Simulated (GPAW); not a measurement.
Wanted: an ASE script for a GPAW 26.7.0 run.

```
Task                : single point
Functional          : PBE
Potentials or basis : GPAW PAW data sets (gpaw-data 1.2.1)
Cutoff              : 500 eV
Basis               : pw
k mesh              : 5 × 5 × 5
Occupations         : fermi-dirac, width 0.05 eV
Spin                : no spin polarisation
Maxiter             : 120
Convergence         : default
```

The structure of SnTe lies in SnTe.xyz:

```xyz
2
Lattice="0.0000000000 3.6111460000 3.6111460000 3.6111460000 0.0000000000 3.6111460000 3.6111460000 3.6111460000 0.0000000000" Properties=species:S:1:pos:R:3 pbc="T T T"
Te     1.8055730000      1.8055730000      1.8055730000
Sn     0.0000000000      0.0000000000      0.0000000000
```

Measurements of this composition are mostly on another form, of space group No. 225.

These files were run (other wordings do the same):

run.py

```python
from ase.dft.bandgap import bandgap
from ase.io import read, write
from ase.units import GPa
from gpaw import GPAW, PW

atoms = read('SnTe.xyz')

calc = GPAW(mode=PW(500),
            xc='PBE',
            kpts={'size': (5, 5, 5), 'gamma': True},
            occupations={'name': 'fermi-dirac', 'width': 0.05},
            nbands=19,
            maxiter=120,
            txt='gpaw.txt')
atoms.calc = calc
energy = atoms.get_potential_energy()
forces = atoms.get_forces()
stress = atoms.get_stress()
calc.write('gs.gpw')
write('result.traj', atoms)
print(f'Energy: {energy:.6f} eV')
print('Forces (eV/A):')
print(forces.round(4))
print('Stress (GPa):', (stress / GPa).round(3))
print('Fermi level:', round(calc.get_fermi_level(), 4), 'eV')
print(f'Gap: {bandgap(calc)[0]:.4f} eV, direct: {bandgap(calc, direct=True)[0]:.4f} eV')
```

Potentials or basis: GPAW PAW data sets (gpaw-data 1.2.1), pw.

The run is started by

```sh
$ OMP_NUM_THREADS=1 python run.py
```

It gave:

The pressure is -0.3 GPa and the band gap on the k mesh is 0.41 eV, indirect (least direct gap 0.85 eV).

Caveat: the cutoff is short for stress and forces, so pressures can be off by a GPa or more; spin-orbit coupling is left out, which moves the levels of the heavy elements; an odd mesh through Γ misses points on the zone boundary, where band edges often lie.

Run time: 11 s on 1 thread of Arm Neoverse V1 (shared host), peak memory 0.15 GiB.
